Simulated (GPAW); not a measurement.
MnO:

```
CELL_PARAMETERS angstrom
0.00000 2.22391 2.22391
2.22391 0.00000 2.22391
2.22391 2.22391 0.00000
ATOMIC_POSITIONS crystal
Mn 0.00000 0.00000 0.00000
O 0.50000 0.50000 0.50000
```

The cell is a database's computed one.

Base run:

- Program: GPAW 26.7.0
- Functional: PBEsol
- Potentials or basis: PAW data sets generated in the run's folder for this functional
- Cutoff: 800 eV
- Basis: pw
- k mesh: 10 × 10 × 10
- Occupations: fermi-dirac, width 0.05 eV
- Spin: collinear spin, ferromagnetic start
- Starting moments: [4.0, 0.0] μB

Its results: pressure -5.9 GPa; net moment 4.72 μB per cell; site moments Mn +4.19; O +0.16 μB.

Problem. After a change of settings the same cell gave: pressure 1.9 GPa; net moment 5.00 μB per cell; site moments Mn +4.45; O +0.16 μB. Which change was it?
A. hubbard terms from none to Mn d U = 3 eV
B. functional from PBEsol to PBE; potentials or basis from PAW data sets generated in the run's folder for this functional to GPAW PAW data sets (gpaw-data 1.2.1)
C. hubbard terms from none to Mn d U = 2 eV

Solution. C.

Caveats: a cell with one magnetic atom can't hold antiferromagnetic order, which such compounds often take.

Not every run made on this cell is shown here.
